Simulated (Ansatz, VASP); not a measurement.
# Two plane-wave programs on Pb

Contents of INCAR:

```
PREC = Accurate
ENCUT = 520
EDIFF = 1E-8
ISMEAR = -1
SIGMA = 0.05
LREAL = F
LASPH = T
NELM = 80
ALGO = Normal
ISIF = 2
LWAVE = F
LCHARG = F
GGA = PE
LEFG = T
NBANDS = 21
```

KPOINTS

```
Automatic mesh
0
Gamma
  8 8 8
```

Contents of POSCAR:

```
Pb
1.0
    0.0000000000      3.4953871275      3.4953871275
    3.4953871275      0.0000000000      3.4953871275
    3.4953871275      3.4953871275      0.0000000000
Pb
2
Direct
    0.0000000000      0.0000000000      0.0000000000
    0.2500000000      0.2500000000      0.2500000000
```

Input for Ansatz:

```yaml
crystal:
  lattice:
    - [0.0, 3.4953871275, 3.4953871275]
    - [3.4953871275, 0.0, 3.4953871275]
    - [3.4953871275, 3.4953871275, 0.0]
  atoms:
    - { symbol: Pb, position: [0.0, 0.0, 0.0] }
    - { symbol: Pb, position: [0.25, 0.25, 0.25] }
kpoints:
  mp_grid: { grid: [8, 8, 8] }
scf:
  occupations: { method: fermi_dirac, width: 0.05 }
hamiltonian:
  xc: pbe
  pseudopotentials: { kind: paw }
output:
  forces: true
  stress: true
  eigenvalues: true
  efg: { contact_densities: true }
```

Change from the starting cell: volume scaled by 1.05, PAW files.

Alike in both runs: task electric field gradients; functional PBE; k mesh 8 × 8 × 8; occupations fermi-dirac, width 0.05 eV; no spin polarisation.

|  | VASP | Ansatz |
| --- | --- | --- |
| version | VASP 6.6.1 | Ansatz 0.2.0 |
| potentials or method | VASP PAW PBE potentials, release 64 (Pb_d) | PAW with Ansatz's default frozen-core files, scalar-relativistic |
| plane-wave cutoff (eV) | 520 | 420 |
| valence electrons in the cell | 28 | 28 |

|  | VASP | Ansatz | Ansatz less VASP |
| --- | --- | --- | --- |
| pressure (GPa) | 0.7 | 0.8 | +0.05 |
| Vzz of the field gradient on the site that differs most (V/Å²) | 0.0 | 0.0 | 0.00 |

With one functional, cell and mesh, what is left measures potentials, basis and numerics. Ansatz warned: «gradients_without_spin_orbit».

The runs have no spin-orbit coupling, so splittings on Pb are missing.
